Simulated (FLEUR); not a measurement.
# TiB2 (P6/mmm) in FLEUR: a series of runs

The runs below take TiB2 through single point, with HSE06, PBE.

All numbers are computed with FLEUR MaX-R8.1 (patched build s14); they aren't measurements. Logs are shortened: lines on timing, memory, paths and dates and some standing lists are left out, and cuts for length are marked.

## 1. The crystal as given

It takes space group P6/mmm (No. 191, hexagonal). The conventional cell has a = 3.029 Å, b = 3.029 Å, c = 3.228 Å, α = 90.00°, β = 90.00°, γ = 120.00°. Around Ti (site symmetry 6/mmm) lie 12 B at 2.38 Å. B (site symmetry -6m2) is surrounded by 3 B at 1.75 Å.

## 2. Single point, HSE06

File inp.xml:

```xml
<?xml version="1.0" encoding="UTF-8" standalone="no"?>
<fleurInput fleurInputVersion="0.39">
   <comment>
      TiB2                                                                                                
   </comment>
   <calculationSetup>
      <cutoffs Kmax="4.71" Gmax="14.6" GmaxXC="14.6" numbands="37"/>
      <scfLoop itmax="30" minDistance="0.0001" maxIterBroyd="15" imix="Anderson" alpha="0.05" precondParam="0.0" spinf="2.0"/>
      <coreElectrons ctail="T" frcor="F" kcrel="0" coretail_lmax="0"/>
      <xcFunctional name="hse" relativisticCorrections="F"/>
      <magnetism jspins="1"/>
      <prodBasis gcutm="3.0" bands="33" tolerance="0.0001" lexp="16" ewaldlambda="3"/>
      <soc l_soc="F" theta="0.0" phi="0.0" spav="F"/>
      <expertModes spex="0" secvar="F"/>
      <geometryOptimization l_f="F" forcealpha="1.0" forcemix="BFGS" epsdisp="0.00001" epsforce="0.00001"/>
      <ldaU l_linMix="F" mixParam="0.05" spinf="1.0"/>
   </calculationSetup>
   <cell>
      <bzIntegration valenceElectrons="18.0" mode="hist" fermiSmearingEnergy="0.00183747">
         <kPointListSelection listName="default-1"/>
         <!-- k-points included here -->
         <xi:include xmlns:xi="http://www.w3.org/2001/XInclude" href="kpts.xml"> </xi:include>
      </bzIntegration>
      <!-- symmetry operations included here -->
      <xi:include xmlns:xi="http://www.w3.org/2001/XInclude" href="sym.xml"> </xi:include>
      <bulkLattice scale="1.0">
         <bravaisMatrix>
            <row-1>    5.7243583766383193     0.0000000000000000     0.0000000000000000</row-1>
            <row-2>   -2.8621791883191596     4.9574397744522232     0.0000000000000000</row-2>
            <row-3>    0.0000000000000000     0.0000000000000000     6.1007918206586398</row-3>
         </bravaisMatrix>
      </bulkLattice>
   </cell>
   <atomSpecies>
      <species name="Titanium (Ti)" element="Ti" atomicNumber="22">
         <mtSphere radius="2.64" gridPoints="873" logIncrement="0.014"/>
         <atomicCutoffs lmax="10" lnonsphr="10"/>
         <electronConfig flipSpins="F">
            <coreConfig>(1s1/2) (2s1/2) (2p1/2) (2p3/2)</coreConfig>
            <valenceConfig>(3s1/2) (3p1/2) (3p3/2) (4s1/2) (3d3/2) (3d5/2)</valenceConfig>
            <stateOccupation state="(3d3/2)" spinUp="0.400000" spinDown="0.400000"/>
            <stateOccupation state="(3d5/2)" spinUp="0.600000" spinDown="0.600000"/>
         </electronConfig>
         <energyParameters s="4" p="4" d="3" f="4"/>
         <prodBasis lcutm="4" lcutwf="10" select="4 0 4 2"/>
         <lo type="SCLO" l="0" n="3" eDeriv="0"/>
         <lo type="SCLO" l="1" n="3" eDeriv="0"/>
         <lo type="SCLO" l="1" n="3" eDeriv="1"/>
         <lo type="SCLO" l="2" n="3" eDeriv="2"/>
         <lo type="SCLO" l="3" n="4" eDeriv="2"/>
      </species>
      <species name="Boron (B)" element="B" atomicNumber="5">
         <mtSphere radius="1.53" gridPoints="507" logIncrement="0.02"/>
         <atomicCutoffs lmax="8" lnonsphr="8"/>
         <electronConfig flipSpins="F">
            <coreConfig>(1s1/2)</coreConfig>
            <valenceConfig>(2s1/2) (2p1/2) (2p3/2)</valenceConfig>
            <stateOccupation state="(2p1/2)" spinUp="0.166667" spinDown="0.166667"/>
            <stateOccupation state="(2p3/2)" spinUp="0.333333" spinDown="0.333333"/>
         </electronConfig>
         <energyParameters s="2" p="2" d="3" f="4"/>
         <prodBasis lcutm="4" lcutwf="8" select="4 0 4 2"/>
         <lo type="SCLO" l="0" n="2" eDeriv="2"/>
         <lo type="SCLO" l="1" n="2" eDeriv="2"/>
         <lo type="SCLO" l="2" n="3" eDeriv="2"/>
      </species>
   </atomSpecies>
   <atomGroups>
      <atomGroup species="Titanium (Ti)">
         <relPos label="                   1">.0000000000 .0000000000 .0000000000</relPos>
         <force calculate="T" relaxXYZ="TTT"/>
      </atomGroup>
      <atomGroup species="Boron (B)">
         <relPos label="                   2">-1.000/3.000 1.000/3.000 1.000/2.000</relPos>
         <relPos label="                   3">1.000/3.000 -1.000/3.000 1.000/2.000</relPos>
         <force calculate="T" relaxXYZ="TTT"/>
      </atomGroup>
   </atomGroups>
   <output dos="F" band="F" slice="F">
      <checks vchk="F" cdinf="F"/>
      <bandDOS minEnergy="-.5*Htr" maxEnergy="0.5*Htr" sigma="0.015" storeEVData="T"/>
      <vacuumDOS vacdos="F" integ="F" star="F" nstars="0" locx1="0.0" locy1="0.0" locx2="0.0" locy2="0.0" nstm="0" tworkf="0.0"/>
      <unfoldingBand unfoldBand="F" supercellX="1" supercellY="1" supercellZ="1"/>
      <plotting iplot="0" polar="F">
         <plot TwoD="T" vec1="  1.0  0.0  0.0" vec2="  0.0  1.0  0.0" vec3="  0.0  0.0  1.0" zero="  0.0  0.0  0.0" file="plot"/>
      </plotting>
      <chargeDensitySlicing numkpt="0" minEigenval="0.0" maxEigenval="0.0" nnne="0" pallst="F"/>
      <specialOutput eonly="F"/>
      <magneticCircularDichroism mcd="F" energyLo="-10.0" energyUp="0.0"/>
   </output>
  <!-- We include the file relax.xml here to enable relaxations (see documentation) -->
  <xi:include xmlns:xi="http://www.w3.org/2001/XInclude" href="relax.xml"> <xi:fallback/> </xi:include>
</fleurInput>
```

File crystal.txt:

```
TiB2
&input cartesian=F /
3.0292000000  0.0000000000  0.0000000000
-1.5146000000  2.6233641531  0.0000000000
0.0000000000  0.0000000000  3.2284000000
1.8897261246
1.0 1.0 1.0

3
22 0.0000000000  0.0000000000  0.0000000000
5 0.6666666667  0.3333333333  0.5000000000
5 0.3333333333  0.6666666667  0.5000000000

&kpt div1=4 div2=4 div3=3 gamma=T /
```

Potentials or basis: all-electron, FLAPW.

On the command line:

```
inpgen -f crystal.txt -profile fastHighL; OMP_NUM_THREADS=2 fleur -warn_only
```

Log:

```text
Welcome to FLEUR        (www.flapw.de)
      MaX-Release 8.1          (www.max-centre.eu)
************FLEUR-Warning*****************
Error message: Hybrid calculations should always use HDF5
*****************************************
 bands (prodBasis in inp.xml) is read and not used: the non-local exchange is built in the LAPW basis itself, without a cut in the bands.

 ========== k-point set info ==========
 Selected k-point list: default-1
 k-point list type: mesh
 4 x 4 x 3
 Number of k points: 8

 ------------Calculation Setup---------------------------
 Number of OMP-threads    :            2
 Number of basis functions:          432
 Approximate size of matrices (H+S) per k-point:         0.003 GB
 --------------------------------------------------------
 Iteration:           1  Distance:   20.835990567164437       hyb distance:  -1.0000000000000000
 Iteration:           2  Distance:   17.887942482381110       hyb distance:   20.835990567164437
 Iteration:           3  Distance:   8.1602468125005672       hyb distance:   17.887942482381110
 Iteration:           4  Distance:   8.2476042113416863       hyb distance:   8.1602468125005672
 Iteration:           5  Distance:   1.4923092307392538       hyb distance:   8.2476042113416863
 Iteration:           6  Distance:   1.0039945516163347       hyb distance:   1.4923092307392538
 Iteration:           7  Distance:  0.27175899186323610       hyb distance:   1.0039945516163347
 Iteration:           8  Distance:   4.3136833704767417E-002  hyb distance:  0.27175899186323610
 Iteration:           9  Distance:   2.8828432208272994E-002  hyb distance:   4.3136833704767417E-002
 Iteration:          10  Distance:   2.7383517062689834E-003  hyb distance:   2.8828432208272994E-002
 Iteration:          11  Distance:   5.2960333744916594E-003  hyb distance:   2.7383517062689834E-003
 Iteration:          12  Distance:   9.6683274138051399E-004  hyb distance:   5.2960333744916594E-003
 Iteration:          13  Distance:   8.8597202726727899E-004  hyb distance:   9.6683274138051399E-004
 Iteration:          14  Distance:   2.6132048638304823E-005  hyb distance:   8.8597202726727899E-004
 iterHF =    1
 start of coulomb calculation
 coulomb pw-loop nk: (1/8)
 coulomb pw-loop nk: (2/8)
 coulomb pw-loop nk: (3/8)
 coulomb pw-loop nk: (4/8)
 coulomb pw-loop nk: (5/8)
 coulomb pw-loop nk: (6/8)
 coulomb pw-loop nk: (7/8)
 coulomb pw-loop nk: (8/8)
 kpoint=            1
 calculate new HF matrix
 exchange_valence_hf
 Divergence:   1.9313600404806806
 core exchange calculation
 Screening parameter:   0.11000000000000000
 kpoint=            2
 exchange_valence_hf
 core exchange calculation
 Screening parameter:   0.11000000000000000
 kpoint=            3
 exchange_valence_hf
 core exchange calculation
 Screening parameter:   0.11000000000000000
 kpoint=            4
 exchange_valence_hf
 core exchange calculation
 Screening parameter:   0.11000000000000000
 kpoint=            5
 exchange_valence_hf
 core exchange calculation
 Screening parameter:   0.11000000000000000
 kpoint=            6
 exchange_valence_hf
 core exchange calculation
 Screening parameter:   0.11000000000000000
 kpoint=            7
 exchange_valence_hf
 core exchange calculation
 Screening parameter:   0.11000000000000000
 kpoint=            8
 exchange_valence_hf
 core exchange calculation
 Screening parameter:   0.11000000000000000
 Reset of history
 Iteration:           0  Distance:   3.6663646623859476       hyb distance:   2.6132048638304823E-005
 Iteration:           1  Distance:   3.0965449799630687       hyb distance:   3.6663646623859476
 Iteration:           2  Distance:  0.95706141793027144       hyb distance:   3.0965449799630687
 Iteration:           3  Distance:  0.90117137807841041       hyb distance:  0.95706141793027144
 Iteration:           4  Distance:  0.48787296385317858       hyb distance:  0.90117137807841041
 Iteration:           5  Distance:   4.0396598560040693E-002  hyb distance:  0.48787296385317858
 Iteration:           6  Distance:  0.14272786220440262       hyb distance:   4.0396598560040693E-002
 Iteration:           7  Distance:   2.9020605813412314E-003  hyb distance:  0.14272786220440262
 Iteration:           8  Distance:   2.3324731908703844E-003  hyb distance:   2.9020605813412314E-003
 Iteration:           9  Distance:   1.3766596169543948E-003  hyb distance:   2.3324731908703844E-003
 Iteration:          10  Distance:   8.8784585509188208E-005  hyb distance:   1.3766596169543948E-003
 Iteration:          11  Distance:  0.28779802183285974       hyb distance:   8.8784585509188208E-005
 iterHF =    2
 start of coulomb calculation
 coulomb pw-loop nk: (1/8)
 coulomb pw-loop nk: (2/8)
 coulomb pw-loop nk: (3/8)
 coulomb pw-loop nk: (4/8)
 coulomb pw-loop nk: (5/8)
 coulomb pw-loop nk: (6/8)
 coulomb pw-loop nk: (7/8)
 coulomb pw-loop nk: (8/8)
 kpoint=            1
 calculate new HF matrix
 exchange_valence_hf
 core exchange calculation
 Screening parameter:   0.11000000000000000
 kpoint=            2
 exchange_valence_hf
 core exchange calculation
 Screening parameter:   0.11000000000000000
 kpoint=            3
 exchange_valence_hf
 core exchange calculation
 Screening parameter:   0.11000000000000000
 kpoint=            4
 exchange_valence_hf
 core exchange calculation
 Screening parameter:   0.11000000000000000
 kpoint=            5
 exchange_valence_hf
 core exchange calculation
 Screening parameter:   0.11000000000000000
 kpoint=            6
 exchange_valence_hf
 core exchange calculation
 Screening parameter:   0.11000000000000000
 kpoint=            7
 exchange_valence_hf
 core exchange calculation
 Screening parameter:   0.11000000000000000
 kpoint=            8
 exchange_valence_hf
 core exchange calculation
 Screening parameter:   0.11000000000000000
 Reset of history
 Iteration:           0  Distance:  0.25992206028463616       hyb distance:  0.28779802183285974
 Iteration:           1  Distance:  0.23963321878447907       hyb distance:  0.25992206028463616
 Iteration:           2  Distance:  0.16116758575205561       hyb distance:  0.23963321878447907
 Iteration:           3  Distance:   2.7598116092492297E-002  hyb distance:  0.16116758575205561
 Iteration:           4  Distance:   3.5452837410058197E-002  hyb distance:   2.7598116092492297E-002
 Iteration:           5  Distance:   1.6115414205357518E-003  hyb distance:   3.5452837410058197E-002
 Iteration:           6  Distance:   3.6012004643370249E-004  hyb distance:   1.6115414205357518E-003
 Iteration:           7  Distance:   2.0374459892144478E-004  hyb distance:   3.6012004643370249E-004
 Iteration:           8  Distance:   7.0985513265198137E-005  hyb distance:   2.0374459892144478E-004
 Iteration:           9  Distance:   6.5337472703654916E-003  hyb distance:   7.0985513265198137E-005
 iterHF =    3
 start of coulomb calculation
 coulomb pw-loop nk: (1/8)
 coulomb pw-loop nk: (2/8)
 coulomb pw-loop nk: (3/8)
 coulomb pw-loop nk: (4/8)
 coulomb pw-loop nk: (5/8)
 coulomb pw-loop nk: (6/8)
 coulomb pw-loop nk: (7/8)
 coulomb pw-loop nk: (8/8)
 kpoint=            1
 calculate new HF matrix
 exchange_valence_hf
 core exchange calculation
 Screening parameter:   0.11000000000000000
 kpoint=            2
 exchange_valence_hf
 core exchange calculation
 Screening parameter:   0.11000000000000000
 kpoint=            3
 exchange_valence_hf
 core exchange calculation
 Screening parameter:   0.11000000000000000
 kpoint=            4
 exchange_valence_hf
[... 135 lines left out ...]
 coulomb pw-loop nk: (8/8)
 kpoint=            1
 calculate new HF matrix
 exchange_valence_hf
 core exchange calculation
 Screening parameter:   0.11000000000000000
 kpoint=            2
 exchange_valence_hf
 core exchange calculation
 Screening parameter:   0.11000000000000000
 kpoint=            3
 exchange_valence_hf
 core exchange calculation
 Screening parameter:   0.11000000000000000
 kpoint=            4
 exchange_valence_hf
 core exchange calculation
 Screening parameter:   0.11000000000000000
 kpoint=            5
 exchange_valence_hf
 core exchange calculation
 Screening parameter:   0.11000000000000000
 kpoint=            6
 exchange_valence_hf
 core exchange calculation
 Screening parameter:   0.11000000000000000
 kpoint=            7
 exchange_valence_hf
 core exchange calculation
 Screening parameter:   0.11000000000000000
 kpoint=            8
 exchange_valence_hf
 core exchange calculation
 Screening parameter:   0.11000000000000000
 Reset of history
 Iteration:           0  Distance:   2.3180117859346937E-004  hyb distance:   9.3277630548796494E-005
 Iteration:           1  Distance:   2.0653823050790918E-004  hyb distance:   2.3180117859346937E-004
 Iteration:           2  Distance:   9.3427961241960539E-005  hyb distance:   2.0653823050790918E-004
 Iteration:           3  Distance:   1.5829536718811990E-005  hyb distance:   9.3427961241960539E-005
 iterHF =    7
 start of coulomb calculation
 coulomb pw-loop nk: (1/8)
 coulomb pw-loop nk: (2/8)
 coulomb pw-loop nk: (3/8)
 coulomb pw-loop nk: (4/8)
 coulomb pw-loop nk: (5/8)
 coulomb pw-loop nk: (6/8)
 coulomb pw-loop nk: (7/8)
 coulomb pw-loop nk: (8/8)
 kpoint=            1
 calculate new HF matrix
 exchange_valence_hf
 core exchange calculation
 Screening parameter:   0.11000000000000000
 kpoint=            2
 exchange_valence_hf
 core exchange calculation
 Screening parameter:   0.11000000000000000
 kpoint=            3
 exchange_valence_hf
 core exchange calculation
 Screening parameter:   0.11000000000000000
 kpoint=            4
 exchange_valence_hf
 core exchange calculation
 Screening parameter:   0.11000000000000000
 kpoint=            5
 exchange_valence_hf
 core exchange calculation
 Screening parameter:   0.11000000000000000
 kpoint=            6
 exchange_valence_hf
 core exchange calculation
 Screening parameter:   0.11000000000000000
 kpoint=            7
 exchange_valence_hf
 core exchange calculation
 Screening parameter:   0.11000000000000000
 kpoint=            8
 exchange_valence_hf
 core exchange calculation
 Screening parameter:   0.11000000000000000
 Reset of history
 Iteration:           0  Distance:   3.3995912565606749E-005  hyb distance:   1.5829536718811990E-005

 ********************************************************************
 Run finished successfully
 Stop message:
   all done
 ********************************************************************
```

Wall time 6.3 min (2 threads of Intel Xeon Platinum 8375C at 2.90GHz (Ice Lake), shared host); peak memory 0.17 GiB.

Results:

| Property | Result |
| --- | --- |
| Free energy | -24588.8190 eV |
| Band gap on the k mesh | none (metal or under the smearing width) |
| Valence electrons inside the program's atomic spheres | Ti 11.37; B 1.45 (radii Ti 2.64, B 1.53 bohr) |

Levels at points of the mesh, in eV from the Fermi level:
```
           k point  band 6  band 7  band 8  band 9  band 10  band 11  band 12  band 13
(0.00, 0.00, 0.00)   -3.51   -3.51   -3.28   -2.70     2.10     2.10     4.11     4.11
(0.00, 0.50, 0.00)  -11.10   -4.26   -4.25   -2.88     1.37     3.19     3.37     3.78
```

Core levels (eV from the Fermi level):
```csv
atom,levels
1 Ti,"1s1/2 -4863.5, 2s1/2 -532.6, 2p1/2 -443.7, 2p3/2 -438.0"
2 B,1s1/2 -173.4
3 B,1s1/2 -173.4
```

Caveat: the k mesh is coarse (spacing up to 0.65 Å⁻¹), so the values aren't converged, least of all with exact exchange; core states are solved in the semilocal potential.

[end of part 1 of 2]
